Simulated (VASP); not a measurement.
# KCl (Sylvite) (Fm-3m) in VASP: settings compared

Aim: see how the results for KCl (Sylvite) move with the level of theory and the settings. Levels: PBE, LDA. Tasks: single point.

All numbers are computed with VASP 6.6.1; they aren't measurements. Logs are shortened: lines on timing, memory, paths and dates and some standing lists are left out, and cuts for length are marked.

**Measured values to compare with.**

A printed reference work, monograph reports, for a bulk crystal of KCl: band gap 8.68 eV.

The runs below are set against these values where they give the same quantity.

**1. The cell of the first run**

It takes space group Fm-3m (No. 225, cubic). Conventional cell: a = 6.290 Å, b = 6.290 Å, c = 6.290 Å, α = 90.00°, β = 90.00°, γ = 90.00°. K (site symmetry m-3m) has 6 Cl at 3.14 Å within 4.1 Å. Cl (site symmetry m-3m) has 6 K at 3.14 Å within 4.1 Å.

**2. Single point, PBE**

The input, INCAR:

```
PREC     = Accurate       # precision mode
ENCUT    = 520            # plane-wave cutoff, eV
EDIFF    = 1E-6           # SCF threshold, eV
ISMEAR   = 0              # smearing method
SIGMA    = 0.01           # smearing width, eV
LREAL    = F              # projectors in reciprocal space
LASPH    = T              # aspherical terms in the spheres
NELM     = 60             # most SCF steps
ALGO     = Normal         # electronic algorithm
ISIF     = 2              # what is computed and relaxed
LWAVE    = F              # write WAVECAR
LCHARG   = F              # write CHGCAR
GGA      = PE             # functional
NBANDS   = 15             # bands
```

The input, KPOINTS:

```
Automatic mesh
0
Gamma
  6 6 6
```

The input, POSCAR:

```
KCl
1.0
    0.0000000000      3.1448471320      3.1448471320
    3.1448471320      0.0000000000      3.1448471320
    3.1448471320      3.1448471320      0.0000000000
K Cl
1 1
Direct
    0.0000000000      0.0000000000      0.0000000000
    0.5000000000      0.5000000000      0.5000000000
```

Potentials or basis: VASP PAW PBE potentials, release 64 (K_sv, Cl).

Started as:

```sh
> cat potpaw_PBE.64/K_sv/POTCAR potpaw_PBE.64/Cl/POTCAR > POTCAR
> mpirun -np 1 vasp_std > vasp.out
```

OUTCAR:

```text
PREC = Accurate
   ENCUT = 520
   EDIFF = 1E-6
   ISMEAR = 0
   LREAL = F
   LASPH = T
   NELM = 60
   ISIF = 2
   GGA = PE

 ion  position               nearest neighbor table
   1  0.000  0.000  0.000-   2 3.14   2 3.14   2 3.14   2 3.14   2 3.14   2 3.14
   2  0.500  0.500  0.500-   1 3.14   1 3.14   1 3.14   1 3.14   1 3.14   1 3.14

  LATTYP: Found a face centered cubic cell.
 ALAT       =     6.2896942640

  Lattice vectors:

 A1 = (   0.0000000000,   3.1448471320,   3.1448471320)
 A2 = (   3.1448471320,   0.0000000000,   3.1448471320)
 A3 = (   3.1448471320,   3.1448471320,   0.0000000000)

Analysis of symmetry for initial positions (statically):
=====================================================================
 Subroutine PRICEL returns:
 Original cell was already a primitive cell.

 Routine SETGRP: Setting up the symmetry group for a
 face centered cubic supercell.

 Subroutine GETGRP returns: Found 48 space group operations
 (whereof 48 operations were pure point group operations)
 out of a pool of 48 trial point group operations.

The static configuration has the point symmetry O_h .

Analysis of symmetry for dynamics (positions and initial velocities):
=====================================================================
 Subroutine PRICEL returns:
 Original cell was already a primitive cell.

 Routine SETGRP: Setting up the symmetry group for a
 face centered cubic supercell.

 Subroutine GETGRP returns: Found 48 space group operations
 (whereof 48 operations were pure point group operations)
 out of a pool of 48 trial point group operations.

The dynamic configuration has the point symmetry O_h .

 Subroutine INISYM returns: Found 48 space group operations
 (whereof 48 operations are pure point group operations),
 and found     1 'primitive' translations

----------------------------------------------------------------------------------------

                                     Primitive cell

  volume of cell :      62.2055

  direct lattice vectors                    reciprocal lattice vectors
     0.000000000  3.144847132  3.144847132    -0.158990240  0.158990240  0.158990240
     3.144847132  0.000000000  3.144847132     0.158990240 -0.158990240  0.158990240
     3.144847132  3.144847132  0.000000000     0.158990240  0.158990240 -0.158990240

  length of vectors
     4.447485466  4.447485466  4.447485466     0.275379173  0.275379173  0.275379173

  position of ions in fractional coordinates (direct lattice)
     0.000000000  0.000000000  0.000000000
     0.500000000  0.500000000  0.500000000

[... 78 lines left out ...]
   NELECT =      16.0000    total number of electrons
   NUPDOWN=      -1.0000    fix difference up-down
   EMIN   =  10.00;   EMAX   =-10.00  energy-range for DOS
   EFERMI =   0.00;   METHOD = LEGACY
   ISMEAR =     0;   SIGMA  =   0.01  broadening in eV -4-tet -1-fermi 0-gaus
   EFERMI_NEDOS =   21; number of points for ismear=-14 and -15
   IALGO  =     38    algorithm
   IMIX   =      4    mixing-type and parameters
     AMIX     =   0.40;   BMIX     =  1.00
     AMIX_MAG =   1.60;   BMIX_MAG =  1.00
  volume/ion in A,a.u.               =      31.10       209.89
  Fermi-wavevector in a.u.,A,eV,Ry     =   1.041131  1.967452 14.748080  1.083953
  Thomas-Fermi vector in A             =   2.175738
   LORBIT       =      0    0 simple, 1 ext, 2 COOP (PROOUT), +10 PAW based schemes
   GGA     = PE    functional components
   LHFCALC =     F    Hartree Fock is set to
   AEXX    =    0.0000 exact exchange contribution
   IVDW    =     0    specifies the selected vdW correction
   LEPSILON=     F    determine dielectric tensor
   LRPA    =     F    only Hartree local field effects (RPA)
 non-spin polarized calculation
 Gauss-broadening in eV      SIGMA  =   0.01
  energy-cutoff  :      520.00
  volume of cell :       62.21
 maximum number of plane-waves:      1694
 NGX is ok and might be reduce to    36
   NGX = 17   NGY = 17   NGZ = 17

 number of electron      16.0000001 magnetization

 Free energy of the ion-electron system (eV)
  ---------------------------------------------------
  ext. energy  EPLUGINS =         0.00000000
  ---------------------------------------------------
  free energy    TOTEN  =        -6.80337254 eV

  energy without entropy =       -6.80337254  energy(sigma->0) =       -6.80337254

 E-fermi :  -1.7546     XC(G=0):  -7.5455

 val. band max:       -1.8359671580   @ k =   0.0000   0.0000   0.0000
 cond. band min:       3.3562899177   @ k =   0.0000   0.0000   0.0000
 fundamental gap:      5.1922570757
 Fermi energy:        -1.7546339307

 k-point     1 :       0.0000    0.0000    0.0000
  band No.  band energies     occupation
      1     -29.0302      2.00000
      2     -13.9554      2.00000
      3     -12.4910      2.00000
      4     -12.4910      2.00000
      5     -12.4910      2.00000
      6      -1.8360      2.00000
      7      -1.8360      2.00000
      8      -1.8360      2.00000
      9       3.3563      0.00000
     10       6.5457      0.00000
     11       6.5457      0.00000
     12       6.5457      0.00000
     13       7.4231      0.00000
     14       7.4231      0.00000
[... 257 lines left out ...]
      2     -13.9288      2.00000
      3     -12.6119      2.00000
      4     -12.5686      2.00000
      5     -12.4363      2.00000
      6      -2.4087      2.00000
      7      -2.2597      2.00000
      8      -2.1949      2.00000
      9       5.4212      0.00000
     10       7.0964      0.00000
     11       7.2528      0.00000
     12       8.3432      0.00000
     13       9.1184      0.00000
     14       9.8784      0.00000
     15      10.4719      0.00000

------------------------ aborting loop because EDIFF is reached ----------------------------------------

  FORCE on cell =-STRESS in cart. coord.  units (eV):
  Direction    XX          YY          ZZ          XY          YZ          ZX
  --------------------------------------------------------------------------------------
  -------------------------------------------------------------------------------------
  Total        0.3163755      0.3163755      0.3163755     -0.0000000     -0.0000000      0.0000000
  in kB        8.1486343      8.1486343      8.1486343     -0.0000000     -0.0000000      0.0000000
  external PRESSURE =       8.1486343 kB  Pullay stress =       0.0000000 kB

 VOLUME and BASIS-vectors are now :
 -----------------------------------------------------------------------------
  energy-cutoff  :      520.00
  volume of cell :       62.21
      direct lattice vectors                 reciprocal lattice vectors
     0.000000000  3.144847132  3.144847132    -0.158990240  0.158990240  0.158990240
     3.144847132  0.000000000  3.144847132     0.158990240 -0.158990240  0.158990240
     3.144847132  3.144847132  0.000000000     0.158990240  0.158990240 -0.158990240

 POSITION                                       TOTAL-FORCE (eV/Angst)
 -----------------------------------------------------------------------------------
      0.00000      0.00000      0.00000         0.000000      0.000000     -0.000000
      3.14485      3.14485      3.14485        -0.000000     -0.000000      0.000000
 -----------------------------------------------------------------------------------
    total drift:                                0.000000      0.000000      0.000000

  FREE ENERGIE OF THE ION-ELECTRON SYSTEM (eV)
  ---------------------------------------------------
  free  energy   TOTEN  =        -6.8033725427 eV

  energy  without entropy=       -6.8033725427  energy(sigma->0) =       -6.80337254
```

Run time: 35 s. Hardware: 1 thread of AMD EPYC 7R13, shared host; peak memory 0.17 GiB.

Results:

```yaml
Free_energy: -6.8034 eV
Pressure: 0.8 GPa
Band_gap_on_the_k_mesh: 5.19 eV, direct
```

Levels at points of the mesh, in eV from the valence-band top:
```tsv
k point	band 5	band 6	band 7	band 8	band 9	band 10	band 11	band 12
(0.00, 0.00, 0.00)	-10.65	0.00	0.00	0.00	5.19	8.38	8.38	8.38
(0.50, 0.00, 0.00)	-10.41	-1.06	-0.33	-0.33	7.60	8.61	10.53	10.53
(0.50, 0.50, 0.00)	-10.71	-0.66	-0.22	-0.22	6.53	8.36	10.08	10.24
```

**3. Single point, PBE**

The input, INCAR:

```
SYSTEM = KCl
ALGO = Normal
EDIFF = 1E-6
ENCUT = 520
GGA = PE
ISIF = 2
ISMEAR = 0
LASPH = .TRUE.
LCHARG = .FALSE.
LREAL = .FALSE.
LWAVE = .FALSE.
NBANDS = 15
NELM = 100
PREC = Accurate
SIGMA = 0.01
```

The input, KPOINTS:

```
k-points
0
G
  6 6 6
  0 0 0
```

POSCAR is that of step 2.

Potentials or basis: VASP PAW PBE potentials, release 64 (K_sv, Cl).

Started as:

```sh
> cat potpaw_PBE.64/K_sv/POTCAR potpaw_PBE.64/Cl/POTCAR > POTCAR
> mpirun -np 1 vasp_std > vasp.out
```

OUTCAR:

```text
SYSTEM = KCl
   EDIFF = 1E-6
   ENCUT = 520
   GGA = PE
   ISIF = 2
   ISMEAR = 0
   LASPH = .TRUE.
   LREAL = .FALSE.
   NELM = 100
   PREC = Accurate

 ion  position               nearest neighbor table
   1  0.000  0.000  0.000-   2 3.14   2 3.14   2 3.14   2 3.14   2 3.14   2 3.14
   2  0.500  0.500  0.500-   1 3.14   1 3.14   1 3.14   1 3.14   1 3.14   1 3.14

  LATTYP: Found a face centered cubic cell.
 ALAT       =     6.2896942640

  Lattice vectors:

 A1 = (   0.0000000000,   3.1448471320,   3.1448471320)
 A2 = (   3.1448471320,   0.0000000000,   3.1448471320)
 A3 = (   3.1448471320,   3.1448471320,   0.0000000000)

Analysis of symmetry for initial positions (statically):
=====================================================================
 Subroutine PRICEL returns:
 Original cell was already a primitive cell.

 Routine SETGRP: Setting up the symmetry group for a
 face centered cubic supercell.

 Subroutine GETGRP returns: Found 48 space group operations
 (whereof 48 operations were pure point group operations)
 out of a pool of 48 trial point group operations.

The static configuration has the point symmetry O_h .

Analysis of symmetry for dynamics (positions and initial velocities):
=====================================================================
 Subroutine PRICEL returns:
 Original cell was already a primitive cell.

 Routine SETGRP: Setting up the symmetry group for a
 face centered cubic supercell.

 Subroutine GETGRP returns: Found 48 space group operations
 (whereof 48 operations were pure point group operations)
 out of a pool of 48 trial point group operations.

The dynamic configuration has the point symmetry O_h .

 Subroutine INISYM returns: Found 48 space group operations
 (whereof 48 operations are pure point group operations),
 and found     1 'primitive' translations

[... 113 lines left out ...]
   IVDW    =     0    specifies the selected vdW correction
   LEPSILON=     F    determine dielectric tensor
   LRPA    =     F    only Hartree local field effects (RPA)
 non-spin polarized calculation
 Gauss-broadening in eV      SIGMA  =   0.01
  energy-cutoff  :      520.00
  volume of cell :       62.21
 maximum number of plane-waves:      1694
 NGX is ok and might be reduce to    36
   NGX = 17   NGY = 17   NGZ = 17

 number of electron      16.0000001 magnetization

 Free energy of the ion-electron system (eV)
  ---------------------------------------------------
  ext. energy  EPLUGINS =         0.00000000
  ---------------------------------------------------
  free energy    TOTEN  =        -6.80337254 eV

  energy without entropy =       -6.80337254  energy(sigma->0) =       -6.80337254

 E-fermi :  -1.7546     XC(G=0):  -7.5455

 val. band max:       -1.8359671580   @ k =   0.0000   0.0000   0.0000
 cond. band min:       3.3562899177   @ k =   0.0000   0.0000   0.0000
 fundamental gap:      5.1922570757
 Fermi energy:        -1.7546339307

 k-point     1 :       0.0000    0.0000    0.0000
  band No.  band energies     occupation
      1     -29.0302      2.00000
      2     -13.9554      2.00000
      3     -12.4910      2.00000
      4     -12.4910      2.00000
      5     -12.4910      2.00000
      6      -1.8360      2.00000
      7      -1.8360      2.00000
      8      -1.8360      2.00000
      9       3.3563      0.00000
     10       6.5457      0.00000
     11       6.5457      0.00000
     12       6.5457      0.00000
     13       7.4231      0.00000
     14       7.4231      0.00000
[... 257 lines left out ...]
      2     -13.9288      2.00000
      3     -12.6119      2.00000
      4     -12.5686      2.00000
      5     -12.4363      2.00000
      6      -2.4087      2.00000
      7      -2.2597      2.00000
      8      -2.1949      2.00000
      9       5.4212      0.00000
     10       7.0964      0.00000
     11       7.2528      0.00000
     12       8.3432      0.00000
     13       9.1184      0.00000
     14       9.8784      0.00000
     15      10.4719      0.00000

------------------------ aborting loop because EDIFF is reached ----------------------------------------

  FORCE on cell =-STRESS in cart. coord.  units (eV):
  Direction    XX          YY          ZZ          XY          YZ          ZX
  --------------------------------------------------------------------------------------
  -------------------------------------------------------------------------------------
  Total        0.3163755      0.3163755      0.3163755     -0.0000000     -0.0000000      0.0000000
  in kB        8.1486343      8.1486343      8.1486343     -0.0000000     -0.0000000      0.0000000
  external PRESSURE =       8.1486343 kB  Pullay stress =       0.0000000 kB

 VOLUME and BASIS-vectors are now :
 -----------------------------------------------------------------------------
  energy-cutoff  :      520.00
  volume of cell :       62.21
      direct lattice vectors                 reciprocal lattice vectors
     0.000000000  3.144847132  3.144847132    -0.158990240  0.158990240  0.158990240
     3.144847132  0.000000000  3.144847132     0.158990240 -0.158990240  0.158990240
     3.144847132  3.144847132  0.000000000     0.158990240  0.158990240 -0.158990240

 POSITION                                       TOTAL-FORCE (eV/Angst)
 -----------------------------------------------------------------------------------
      0.00000      0.00000      0.00000         0.000000      0.000000     -0.000000
      3.14485      3.14485      3.14485        -0.000000     -0.000000      0.000000
 -----------------------------------------------------------------------------------
    total drift:                                0.000000      0.000000      0.000000

  FREE ENERGIE OF THE ION-ELECTRON SYSTEM (eV)
  ---------------------------------------------------
  free  energy   TOTEN  =        -6.8033725427 eV

  energy  without entropy=       -6.8033725427  energy(sigma->0) =       -6.80337254
```

OSZICAR:

```text
N       E                     dE             d eps       ncg     rms          rms(c)
DAV:   1     0.101541797616E+03    0.10154E+03   -0.70101E+03   480   0.950E+02
DAV:   2    -0.927927117982E+00   -0.10247E+03   -0.95178E+02   615   0.236E+02
DAV:   3    -0.687055792831E+01   -0.59426E+01   -0.59089E+01   669   0.515E+01
DAV:   4    -0.709281248747E+01   -0.22225E+00   -0.22218E+00   759   0.870E+00
DAV:   5    -0.709431656363E+01   -0.15041E-02   -0.15041E-02   669   0.800E-01    0.333E+00
DAV:   6    -0.680468794083E+01    0.28963E+00   -0.41941E-01   599   0.327E+00    0.273E+00
DAV:   7    -0.678991588032E+01    0.14772E-01   -0.10351E-01   648   0.182E+00    0.157E+00
DAV:   8    -0.680205348012E+01   -0.12138E-01   -0.15895E-02   650   0.947E-01    0.180E-01
DAV:   9    -0.680278210703E+01   -0.72863E-03   -0.91698E-04   606   0.189E-01    0.962E-02
DAV:  10    -0.680336469301E+01   -0.58259E-03   -0.60953E-04   529   0.155E-01    0.200E-02
DAV:  11    -0.680336922991E+01   -0.45369E-05   -0.21727E-05   673   0.269E-02    0.539E-03
DAV:  12    -0.680337230947E+01   -0.30796E-05   -0.42619E-06   521   0.145E-02    0.482E-03
DAV:  13    -0.680337254274E+01   -0.23327E-06   -0.40537E-07   527   0.357E-03
   1 F= -.68033725E+01 E0= -.68033725E+01  d E =-.146250E-32
```

It took 34 s on 1 thread of AMD EPYC 7R13, shared host; peak memory 0.17 GiB.

Results:

- Free energy: -6.8034 eV
- Pressure: 0.8 GPa
- Band gap on the k mesh: 5.19 eV, direct

**4. Single point, LDA**

The input, INCAR:

```
PREC = Accurate
ENCUT = 500
EDIFF = 1E-6
ISMEAR = 0
SIGMA = 0.01
LREAL = False
LASPH = True
NELM = 120
ALGO = Normal
ISIF = 2
LWAVE = False
LCHARG = False
GGA = CA
NBANDS = 15
GGA_COMPAT = False
```

The input, KPOINTS:

```
regular mesh
0
Gamma
  6 6 6
```

POSCAR is that of step 3.

Potentials or basis: VASP PAW LDA potentials, release 64 (K_sv, Cl).

Started as:

```sh
> cat potpaw_LDA.64/K_sv/POTCAR potpaw_LDA.64/Cl/POTCAR > POTCAR
> mpirun -np 1 vasp_std > vasp.out
```

Wall time 12 s (1 thread of AMD EPYC 7R43 (Zen 3), shared host); peak memory 0.12 GiB.

Results (log left out):

```
Free energy            : -7.3708 eV
Pressure               : -1.9 GPa
Band gap on the k mesh : 4.75 eV, direct
```

Levels at points of the mesh, in eV from the valence-band top:
| k point | band 6 | band 7 | band 8 | band 9 | band 10 | band 11 |
| --- | --- | --- | --- | --- | --- | --- |
| (0.00, 0.00, 0.00) | 0.00 | 0.00 | 0.00 | 4.75 | 8.09 | 8.09 |
| (0.50, 0.00, 0.00) | -1.13 | -0.35 | -0.35 | 7.19 | 8.26 | 10.28 |
| (0.50, 0.50, 0.00) | -0.70 | -0.24 | -0.24 | 6.17 | 7.98 | 9.66 |

**5. How close it comes**

Step 2. Measured gap of KCl: 8.68 eV (a printed reference work, monograph). This calculation gives 5.19 eV (-3.49 eV). The value is that of PBE, without temperature or zero-point motion. Semilocal functionals fall short of measured gaps as a rule.

Step 3. Measured gap of KCl: 8.68 eV (a printed reference work, monograph). This calculation gives 5.19 eV (-3.49 eV). The value is that of PBE, without temperature or zero-point motion. Semilocal functionals fall short of measured gaps as a rule.

Step 4. A measured gap of KCl is 8.68 eV (a printed reference work, monograph); the calculated 4.75 eV misses it by -3.93 eV. The value is that of LDA, without temperature or zero-point motion. Semilocal functionals fall short of measured gaps as a rule.
